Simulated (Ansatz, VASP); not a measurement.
# One calculation of HfO2, two programs

```
Hf O
1.0
     0.00000    2.35290    2.55750
     2.35290    0.00000    2.55750
     2.35290    2.35290    0.00000
Hf O
1 2
Direct
  0.00000 0.00000 0.00000
  0.25000 0.25000 0.25000
  0.75000 0.75000 0.75000
```

Change from the starting cell: strain -0.080 along x and y, +0.000 along z, atoms carried along.

Alike in both runs: task single point; functional PBE; k mesh 8 × 8 × 8; occupations gaussian, width 0.05 eV; no spin polarisation.

|  | VASP | Ansatz |
| --- | --- | --- |
| version | VASP 6.6.1 | Ansatz 0.2.0 |
| potentials or method | VASP PAW PBE potentials, release 64 (Hf_pv, O) | scalar-relativistic, plane waves, PAW |
| plane-wave cutoff (eV) | 520 | 420 |
| valence electrons in the cell | 22 | 38 |

|  | VASP | Ansatz | Ansatz less VASP |
| --- | --- | --- | --- |
| gap on the k mesh at the Fermi level (eV) | 2.90 | 2.86 | -0.039 |
| least direct gap on the mesh (eV) | 3.41 | 3.36 | -0.047 |
| pressure (GPa) | 48.6 | 53.6 | +5.08 |
| largest component of the traceless stress (GPa) | 31.35 | 30.62 | -0.737 |

The two sets of potentials don't hold the same shells in valence.

Caveats: so large a pressure means that the cell lies far from this level's equilibrium, or that cutoff or potentials fall short (VASP); spin-orbit coupling is left out, which moves the levels of the heavy elements. A k mesh can miss the band edges.
